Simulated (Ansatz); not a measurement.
**Cohesive energies along group 16**

Method: Ansatz, DFT, r2SCAN, plane waves (500 eV) with PAW, scalar-relativistic. (PAW data from PBE, frozen cores regenerated.)

The free atom is spin-polarised, without symmetry, in a box of 14 × 14.4 × 14.8 Å, in the lowest state that the tried spin starts reached (hybrids start from one state alone); no zero-point energy, no spin-orbit coupling, no dispersion.

Q: Rank by cohesive energy per atom, weakest first.
A. sulfur (alpha-S8 (Fddd))
B. selenium (trigonal (grey) selenium)
C. tellurium (trigonal tellurium)

A: C (2.27 eV), B (2.53 eV), A (2.95 eV).
